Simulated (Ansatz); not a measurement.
**Property card for SiNi**

Theory: DFT r2SCAN, scalar-relativistic, plane waves, PAW in Ansatz.

Settings: cutoff 500 eV, Γ-centred mesh 8×8×8 on the computed 8-atom cell, Gaussian smearing of 0.10 eV; no spin polarisation.

The structure is relaxed at this level of theory with its symmetry kept. This form isn't the usual stable structure of the compound.

```
CELL_PARAMETERS angstrom
4.46481 0.00000 0.00000
0.00000 4.46481 0.00000
0.00000 0.00000 4.46481
ATOMIC_POSITIONS crystal
Si 0.84692 0.84692 0.84692
Si 0.65308 0.15308 0.34692
Si 0.34692 0.65308 0.15308
Si 0.15308 0.34692 0.65308
Ni 0.14873 0.14873 0.14873
Ni 0.35127 0.85127 0.64873
Ni 0.64873 0.35127 0.85127
Ni 0.85127 0.64873 0.35127
```

```
Space group                                                       : P2_13 (No. 198)
Volume per atom                                                   : 11.13 Å³
Formation energy from the elements' standard states (uncorrected) : -0.368 eV/atom
Generalised Kohn–Sham band gap                                    : none (metal)
Density of states at the Fermi level                              : 2.07 states/eV per cell
Löwdin character within 0.5 eV of the Fermi level                 : Ni 3d 49 %, Si 3p 27 %, Si 3s 17 %
Bulk modulus                                                      : 203 GPa
Its pressure derivative                                           : 4.9
Bader charges (e)                                                 : Si (4 in the cell) 0.35, Ni (4 in the cell) -0.35
```

A ferromagnetic start lost its moments in a first run, so spin was left out; other magnetic orders weren't tried.

Cost: 6 runs of about 22 core-minutes in all, on Arm Neoverse V2 (shared hosts).